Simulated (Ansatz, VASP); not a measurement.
## SiS3 in VASP and in Ansatz

```xyz
4
Lattice="-2.0622 2.0622 4.6064 2.0622 -2.0622 4.6064 2.0622 2.0622 -4.6064" Properties=species:S:1:pos:R:3 pbc="T T T"
Si    0.0000    0.0000    0.0000
S     0.0000    0.0000    4.6064
S     2.0622    0.0000    2.3032
S     0.0000    2.0622    2.3032
```

Alike in both runs: task relaxation of cell and atoms; functional PBE; k mesh 6 × 6 × 6; occupations gaussian, width 0.1 eV; no spin polarisation.

|  | VASP | Ansatz |
| --- | --- | --- |
| version | VASP 6.6.1 | Ansatz 0.2.0 |
| potentials or method | VASP PAW PBE potentials, release 64 (Si, S) | scalar-relativistic, plane waves, PAW |
| plane-wave cutoff (eV) | 600 | 420 |
| valence electrons in the cell | 22 | 22 |

|  | VASP | Ansatz | Ansatz less VASP |
| --- | --- | --- | --- |
| gap on the k mesh at the Fermi level, each at its own relaxed structure (eV) | none | none | - |
| relaxed volume (Å³/atom) | 19.28 | 19.40 | +0.114 |
| relaxed cell length with the largest relative difference (Å) | 7.022 | 7.049 | +0.0276 |
| energy change over the relaxation (meV/atom) | -560 | -559 | +1.0 |

A gap of «none» marks a metal or a gap that the smearing closes.
